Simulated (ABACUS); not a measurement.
## BP in ABACUS: the effect of exact exchange share

The system is BP.

```
CELL_PARAMETERS angstrom
0.00000 2.26900 2.26900
2.26900 0.00000 2.26900
2.26900 2.26900 0.00000
ATOMIC_POSITIONS crystal
P 0.75000 0.75000 0.75000
B 0.00000 0.00000 0.00000
```

Alike in all runs:

* Program: ABACUS 3.10.1
* Task: single point
* Potentials or basis: SG15 ONCV 1.2 PBE
* Cutoff: 1361 eV
* Density cutoff: 5442 eV
* Basis: DZP LCAO (the cutoffs set its grid)
* k mesh: 4 × 4 × 4
* Occupations: fermi-dirac, width 0.05 eV
* Spin: no spin polarisation

Question: One run gave: gap on the mesh 2.00 eV. Which exact exchange share did it use?
A. 0.1
B. 0.25
C. 0
D. 0.4

Answer: A.

```csv
exact exchange share,functional,gap on the mesh (eV)
0,PBE,1.41
0.1,PBE0-type (share 0.1),2.00
0.25,PBE0-type (share 0.25),2.92
0.4,PBE0-type (share 0.4),3.87
```

Caveats: all runs use coarse meshes; the atomic orbitals were generated for these runs and aren't a published set; the basis of atomic orbitals isn't converged, which shifts pressures, moduli and gaps; gaps of hybrids in this basis differ from plane-wave ones by up to 0.1 eV (some runs).

A k mesh can miss the band edges.
